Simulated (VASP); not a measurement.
Wanted: the native input for a VASP 6.6.1 run.

```
Task                   : electrostatic potential
Functional             : PBEsol
Potentials or basis    : VASP PAW PBE potentials, release 64 (Si, Mg)
Cutoff                 : 520 eV
k mesh                 : 8 × 8 × 8
Occupations            : gaussian, width 0.02 eV
Spin                   : no spin polarisation
Further INCAR settings : ALGO = Normal; EDIFF = 1e-07
```

The structure of Mg2Si lies in POSCAR:

```
Mg2Si                                   
1.0
   -0.0000000000      3.1620863779      3.1620863779
    3.1620863779     -0.0000000000      3.1620863779
    3.1620863779      3.1620863779      0.0000000000
  Si              Mg            
     1     2
Direct
     0.0000000000000000    1.0000000000000000    1.0000000000000000
     0.2500000000000000    0.2500000000000000    0.2500000000000000
     0.7500000000000000    0.7500000000000000    0.7500000000000000
```

The cell was built by a generator and needn't be a form met in nature.

One way to write it, as run:

INCAR

```
SYSTEM = Mg2Si
  ALGO = Normal
  EDIFF = 1E-7
  ENCUT = 520
  GGA = PS
  ISIF = 2
  ISMEAR = 0
  LASPH = .TRUE.
  LCHARG = .TRUE.
  LREAL = .FALSE.
  LVHAR = .TRUE.
  LWAVE = .FALSE.
  NELM = 60
  PREC = Accurate
  SIGMA = 0.02
```

KPOINTS

```
k-points
0
G
  8 8 8
  0 0 0
```

Potentials or basis: VASP PAW PBE potentials, release 64 (Si, Mg).

Command:

```bash
$ cat potpaw_PBE.64/Si/POTCAR potpaw_PBE.64/Mg/POTCAR > POTCAR
$ mpirun -np 1 vasp_std > vasp.out
```

It gave:

| Quantity | Value |
| --- | --- |
| Pressure | 0.0 GPa |
| Band gap on the k mesh | 0.11 eV, indirect (least direct gap 1.89 eV) |

Caveat: the PAW data sets were made with another functional, which shifts forces and pressure a little.

Run time: 8.2 s on 1 thread of Intel(R) Xeon(R) 6975P-C (Granite Rapids), with other jobs on the host, peak memory 0.2 GiB.
